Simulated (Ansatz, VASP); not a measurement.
One calculation of AlNi, two programs

File INCAR:

```
SYSTEM = AlNi
PREC = Accurate
ENCUT = 600
EDIFF = 1E-6
ISMEAR = 0
SIGMA = 0.1
LREAL = .FALSE.
LASPH = .TRUE.
NELM = 100
ALGO = Normal
ISIF = 3
LWAVE = .FALSE.
LCHARG = .FALSE.
GGA = PS
IBRION = 2
NSW = 100
EDIFFG = -0.005
```

File KPOINTS:

```
regular mesh
0
G
  14 14 14
  0 0 0
```

POSCAR

```
AlNi
1.0
    2.8597112900      0.0000000000      0.0000000000
    0.0000000000      2.8597112900      0.0000000000
    0.0000000000      0.0000000000      2.8597112900
Al Ni
1 1
Direct
    0.5000000000      0.5000000000      0.5000000000
    0.0000000000      0.0000000000      0.0000000000
```

Input for Ansatz:

```yaml
crystal:
  lattice:
    - [2.85971129, 0.0, 0.0]
    - [0.0, 2.85971129, 0.0]
    - [0.0, 0.0, 2.85971129]
  atoms:
    - { symbol: Al, position: [0.5, 0.5, 0.5] }
    - { symbol: Ni, position: [0.0, 0.0, 0.0] }
basis:
  ecutwfc: 420
kpoints:
  mp_grid: { grid: [14, 14, 14] }
hamiltonian:
  xc: pbesol
scf:
  occupations: { method: gaussian, width: 0.1 }
output:
  forces: true
  stress: true
  eigenvalues: true
relax:
  adjacent_minimum: "off"
  f_tol: 0.005
  max_steps: 80
  cell: { stress_tol: 0.05 }
```

The cell comes from a database or a generator and needn't be the stable form of this composition.

Alike in both runs: task relaxation of cell and atoms; functional PBEsol; k mesh 14 × 14 × 14; occupations gaussian, width 0.1 eV; no spin polarisation.

|  | VASP | Ansatz |
| --- | --- | --- |
| version | VASP 6.6.1 | Ansatz 0.2.0 |
| potentials or method | VASP PAW PBE potentials, release 64 (Al, Ni) | scalar-relativistic, plane waves, PAW |
| plane-wave cutoff (eV) | 600 | 420 |
| valence electrons in the cell | 13 | 21 |

Ansatz gave:

| Quantity | Value |
| --- | --- |
| gap on the k mesh at the Fermi level, each at its own relaxed structure (eV) | none |
| relaxed volume (Å³/atom) | 11.73 |
| relaxed cell length with the largest relative difference (Å) | 2.862 |

Which values does VASP return?

gap on the k mesh at the Fermi level, each at its own relaxed structure (eV): none; relaxed volume (Å³/atom): 11.73; relaxed cell length with the largest relative difference (Å): 2.863.

A gap of «none» marks a metal or a gap that the smearing closes. The two sets of potentials don't hold the same shells in valence.

Caveats: the PAW data sets were made with another functional, which shifts forces and pressure a little (VASP). Spin polarisation is off, so any magnetic state and its effect on volume and gap are missing.
